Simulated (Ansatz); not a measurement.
SiO2, DFT, PBEsol, all-electron LAPW, scalar-relativistic (Ansatz 0.2.0), run on 2 threads of Intel(R) Xeon(R) Platinum 8375C CPU @ 2.90GHz (Ice Lake) on a shared host.

The cell is COD entry 9006285, as deposited and not checked against the literature; nothing was relaxed.

Command: `ansatz run input.yaml --threads 2 --pin off --max-ram 8192MiB --backend cpu --events-out ev --progress --plain --runs-dir out`

```yaml
crystal:
  lattice:
    - [-2.37405, 2.37405, 3.744]
    - [2.37405, -2.37405, 3.744]
    - [2.37405, 2.37405, -3.744]
  atoms:
    - { symbol: Si, position: [0.0, 0.0, 0.0] }
    - { symbol: Si, position: [0.75, 0.25, 0.5] }
    - { symbol: O, position: [0.99838, 0.625, 0.87338] }
    - { symbol: O, position: [0.375, 0.24838, 0.37338] }
    - { symbol: O, position: [0.75162, 0.125, 0.12662] }
    - { symbol: O, position: [0.875, 0.00162, 0.62662] }
kpoints:
  mp_grid: { grid: [7, 7, 7] }
  band_path:
    path:
      - [0.0, 0.0, 0.0]
      - [0.0, 0.0, 0.5]
      - [0.25, 0.25, 0.25]
      - [0.0, 0.5, 0.0]
      - [0.0, 0.0, 0.0]
      - [0.5, 0.5, -0.5]
      - [0.350518975, 0.649481025, -0.350518975]
      - [-0.350518975, 0.350518975, 0.350518975]
      - [0.0, 0.0, 0.0]
    npoints: 14
scf:
  occupations: { method: fermi_dirac, width: 0.03 }
hamiltonian:
  xc: pbesol
  pseudopotentials: { kind: all_electron, lapw: { basis_error: 0.001 } }
output:
  forces: true
  stress: true
  eigenvalues: true
  fatbands: true
  populations: true
  dos: { projected: true, de: 0.2, e_range: [-14, 8] }
```

Q: How large is the problem that the program sets up?

A: 40 irreducible k-points, 2455 plane waves at Γ, 34 bands.

Q: Estimate the wall time and the peak memory.

A: 110 s of wall time for 8 SCF iterations, with a peak of 0.74 GiB. Times on shared machines scatter by tens of per cent.

Q: And the same cell and mesh by frozen-core PAW, asked for forces, stress, eigenvalues, efg, populations, bader, dos, write_density, write_potential, elf and the same band path, on the same hardware?

A: 37 s, peak memory 0.46 GiB.

Q: And the same cell and mesh by crystal-made all-electron datasets, asked for forces, stress, eigenvalues, efg and the same band path, on the same hardware?

A: 51 s, peak memory 1.1 GiB.
